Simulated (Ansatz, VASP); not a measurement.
Two plane-wave programs on Hf

```
Hf
1.0
     0.00000    2.24921    2.24921
     2.24921    0.00000    2.24921
     2.24921    2.24921    0.00000
Hf
1
Cartesian
  0.0000 0.0000 0.0000
```

Change from the starting cell: volume scaled by 1.04, PAW files.

Alike in both runs: task electric field gradients; functional PBE; k mesh 16 × 16 × 16; occupations fermi-dirac, width 0.03 eV; no spin polarisation.

|  | VASP | Ansatz |
| --- | --- | --- |
| version | VASP 6.6.1 | Ansatz 0.2.0 |
| potentials or method | VASP PAW PBE potentials, release 64 (Hf_pv) | PAW with Ansatz's default frozen-core files, scalar-relativistic |
| plane-wave cutoff (eV) | 520 | 420 |
| valence electrons in the cell | 10 | 26 |

Ansatz gave:

- pressure (GPa): -0.9
- Vzz of the field gradient on the site that differs most (V/Å²): 0.0

**Question.** Estimate VASP's values.

**Answer.** Pressure (GPa): -1.3; Vzz of the field gradient on the site that differs most (V/Å²): 0.0.

The two sets of potentials don't hold the same shells in valence. Ansatz warned: «gradients_without_spin_orbit».

Spin-orbit coupling is left out, which matters for the levels of Hf.
